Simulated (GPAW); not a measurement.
Crystal: LiF.

```
F Li
1.0
     2.55953    0.00000    0.00000
     0.00000    2.55953    0.00000
     0.00000    0.00000    2.55953
F Li
1 1
Direct
  0.50000 0.50000 0.50000
  0.00000 0.00000 0.00000
```

Measurements of this composition are mostly on another form, of space group No. 225.

* Program: GPAW 26.7.0
* Task: single point
* Functional: PBE
* Potentials or basis: GPAW PAW data sets (gpaw-data 1.2.1)
* Cutoff: 800 eV
* Basis: pw
* k mesh: 10 × 10 × 10
* Occupations: fermi-dirac, width 0.05 eV
* Spin: no spin polarisation

On this cell: pressure -1.2 GPa; largest force zero by symmetry; band gap on the k mesh 7.47 eV, indirect (least direct gap 8.14 eV).

The same run follows on a disturbed copy (atoms moved at random, drawn with an rms of 0.05 Å):

```
CELL_PARAMETERS angstrom
2.55953 0.00000 0.00000
0.00000 2.55953 0.00000
0.00000 0.00000 2.55953
ATOMIC_POSITIONS crystal
F 0.51640 0.50799 0.50805
Li 0.01046 0.99481 0.01810
```

Problem. What does the disturbed cell give?

Solution. The energy moves by -0.1 meV/atom; pressure -1.2 GPa; largest force 0.009 eV/Å; band gap on the k mesh 7.47 eV, indirect (least direct gap 8.14 eV).

Forces on the atoms (eV/Å):
```
F    0.003  0.007 -0.005
Li  -0.003 -0.007  0.005
```

A k mesh can miss the band edges.
